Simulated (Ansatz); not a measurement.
# InAs: single point with PBE

**Experimental background.**

A printed reference work, data compilation reports, for a bulk crystal of InAs at 4.2 K: band gap 0.418 eV (direct).

InAs:

```xyz
2
Lattice="0.0000 3.0180 3.0180 3.0180 0.0000 3.0180 3.0180 3.0180 0.0000" Properties=species:S:1:pos:R:3 pbc="T T T"
In    0.0000    0.0000    0.0000
As    4.5270    4.5270    4.5270
```

- Program: Ansatz 0.2.0
- Task: single point
- Functional: PBE
- Potentials or basis: Ansatz PAW
- Cutoff: 420 eV (not typed: the program's choice for these potentials)
- k mesh: 8 × 8 × 8
- Occupations: gaussian, width 0.03 eV
- Spin: no spin polarisation

The pressure is 4.3 GPa and the band gap on the k mesh is none (metal or under the smearing width).

Levels at points of the mesh, in eV from the Fermi level:
```tsv
k point	band 12	band 13	band 14	band 15	band 16	band 17
(0.00, 0.00, 0.00)	-0.18	-0.01	-0.01	-0.01	3.91	3.91
(0.00, 0.00, -0.50)	-5.79	-1.00	-1.00	0.96	4.68	4.68
(0.00, -0.50, -0.50)	-5.86	-2.35	-2.35	1.54	2.06	9.21
```

It took 1.3 s on 2 threads of Intel(R) Xeon(R) Processor @ 2.70GHz, with other jobs on the host, peak memory 0.37 GiB.

Measured gap of InAs: 0.418 eV (direct; 4.2 K; a printed reference work, data compilation). This calculation gives 0.00 eV (-0.42 eV). Spin-orbit coupling on As, In is left out. The value is that of PBE on a finite k mesh, which can miss the band edges, without temperature or zero-point motion. Semilocal functionals fall short of measured gaps as a rule.

Caveat: this crystal is a semiconductor, whose small gap the functional closes, so the metal is an error of the method.
